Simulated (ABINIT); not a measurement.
Runs of ABINIT 10.8.3 (patched build) on Sb. It takes space group R-3m (No. 166, trigonal). The conventional cell has a = 4.308 Å, b = 4.308 Å, c = 11.274 Å, α = 90.00°, β = 90.00°, γ = 120.00°. Sb (site symmetry 3m) has 3 Sb at 2.91 Å as nearest neighbours. 

```csv
task,level,potentials or basis,k mesh,cutoff (eV),fine-grid cutoff,mesh quality,gap on the mesh (eV),pressure (GPa),largest force (eV/Å)
band structure,PBEsol,JTH PAW PBE v2.0,8 × 8 × 8,435,870.764 eV,not flagged,none,-0.1,(a)
band structure,WC,JTH PAW PBE v2.0,8 × 8 × 8,435,870.764 eV,not flagged,none,0.1,0.12
single point,r2SCAN,JTH PAW PBE v2.0,3 × 3 × 3,517,1034.03 eV,coarse,1.18,2.6,0.28
band structure,PBEsol,JTH PAW PBE v2.0 sp,8 × 8 × 8,544,1088.46 eV,not flagged,none,0.3,0.16
band structure,AM05,JTH PAW PBE v2.0,8 × 8 × 8,435,870.764 eV,not flagged,none,(b),0.08
```

Alike in all rows: no spin polarisation; cell as given; smearing fermi-dirac 0.05 eV.

Question: Fill in the values left out.

Answer: (a) 0.11; (b) 0.0.

Caveats: some runs use coarse meshes; the PAW data sets were made with another functional, which shifts forces and pressure a little; spin-orbit coupling is left out, which moves the levels of the heavy elements; an odd mesh through Γ misses points on the zone boundary, where band edges often lie (some runs); this set keeps more shells in the core, which shifts pressures and gaps (some runs).

A k mesh can miss the band edges, and the runs leave out spin-orbit coupling on Sb.

A gap of «none» marks a metal or a gap under the smearing width.

The runs don't all hold the same shells in valence.

Runs at the PBE level aren't shown here.
